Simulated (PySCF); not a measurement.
Identify the unknown among the candidates.

All candidates are C4H9N.

| technique | computed result |
| --- | --- |
| Polarisability | 54.6 au [CAM-B3LYP/def2-SVPD] |
| Triplet | lowest triplet excitation (Tamm–Dancoff): 5.71 eV [TDA CAM-B3LYP/def2-SVPD] |
| UV, strongest line | among the 8 lowest singlet transitions: S7 at 8.52 eV (146 nm, f = 0.041) [TDDFT CAM-B3LYP/def2-SVPD] |
| Dipole | 1.36 D [CAM-B3LYP/def2-SVPD] |
| UV, first state | lowest singlet excitation: 5.98 eV (207 nm, f = 0.000) [TDDFT CAM-B3LYP/def2-SVPD] |
| Rotational structure | rotational constants A, B, C: 9.111, 4.606, 3.792 GHz [GFN2-xTB] |

The electronic properties come from PySCF, for the isolated species, density fitting. Levels stand in brackets. Isolated species at its GFN2-xTB geometry (one conformer only).

Question: Which candidate is it?
A. `CC1CNC1`
B. `[H]/N=C\CCC`
C. `C=CN(C)C`
D. `NCC1CC1`
E. `C1CCNC1`

Answer: A. It is `CC1CNC1`. Numbering: `[CH3:1][CH:2]1[CH2:3][NH:4][CH2:5]1`. Its formula, C4H9N, gives 1 degree of unsaturation: 1 ring and 0 π bonds in the structure found. The optimised geometry has point group Cs and is an asymmetric top.

The others, at the same levels:
- `C1CCNC1` fails: its computed strongest line among the 8 lowest singlet transitions is S2 at 7.19 eV (172 nm, f = 0.038) (against S7 at 8.52 eV), rotational constant A is 6.960 GHz (against 9.111 GHz) and smallest rotational constant is 3.956 GHz (against 3.792 GHz).
- `[H]/N=C\CCC` fails: its computed lowest singlet excitation is 5.24 eV (236 nm, f = 0.002) (against 5.98 eV), lowest triplet excitation (Tamm–Dancoff) is 4.45 eV (against 5.71 eV) and static isotropic polarisability is 56.8 au (against 54.6 au).
- `NCC1CC1` fails: its computed lowest singlet excitation is 6.38 eV (194 nm, f = 0.011) (against 5.98 eV), lowest triplet excitation (Tamm–Dancoff) is 6.07 eV (against 5.71 eV) and strongest line among the 8 lowest singlet transitions is S4 at 7.85 eV (158 nm, f = 0.046) (against S7 at 8.52 eV).
- `C=CN(C)C` fails: its computed lowest singlet excitation is 5.45 eV (228 nm, f = 0.059) (against 5.98 eV), lowest triplet excitation (Tamm–Dancoff) is 4.04 eV (against 5.71 eV) and strongest line among the 8 lowest singlet transitions is S2 at 6.13 eV (202 nm, f = 0.181) (against S7 at 8.52 eV).

Each candidate is one conformer, not necessarily the lowest. Dipoles, sizes and rotational constants follow the conformer. The torsions of the flexible species, by atom-mapped SMILES:
- `[H]/[N:5]=[CH:4]\[CH2:3][CH2:2][CH3:1]`: C1–C2–C3–C4 64°, C2–C3–C4–N5 -129°
- `[NH2:1][CH2:2][CH:3]1[CH2:4][CH2:5]1`: N1–C2–C3–C4 90°, H–N1–C2–C3 -179°, H–N1–C2–C3 -60°
- `[CH2:1]=[CH:2][N:3]([CH3:4])[CH3:5]`: C1–C2–N3–C4 9°
